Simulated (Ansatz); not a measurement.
## Kick test of a cell of SiO2

It was relaxed at this level from a cell as deposited in COD.

Level of theory: DFT PBE, scalar-relativistic, plane waves, PAW (Ansatz 0.2.0). Settings: cutoff 420 eV, Γ-centred mesh 6×6×6 on the computed 6-atom cell, Gaussian smearing of 0.02 eV; no spin polarisation.

The cell below (6 atoms, space group I-42d (No. 122)) is relaxed within its symmetry.

```
Si O
1.0
    -2.51375    2.51375    3.68946
     2.51375   -2.51375    3.68946
     2.51375    2.51375   -3.68946
Si O
2 4
Cartesian
  0.0000 0.0000 0.0000
  0.0000 2.5137 1.8447
  1.2569 2.9757 2.7671
  0.4620 1.2569 0.9224
  -1.2569 2.0518 2.7671
  -0.4620 3.7706 0.9224
```

For the test a repeat of it with 12 atoms (edges 5.12, 5.12, 7.11 Å) was strained at random (σ = 1.5 % a component), the atoms were moved at random (σ = 0.10 Å), and all was relaxed again on a coarse 4×4×2 mesh (in the run’s order of axes) with 0.10 eV smearing, with no symmetry imposed.

Question: What happens?

Answer: It returns, within 1 meV/atom of the unmoved cell on that mesh and with the same symmetry when read at 0.1 Å. No instability shows in this cell; modes of other wave vectors, which need another repeat, aren't tested.
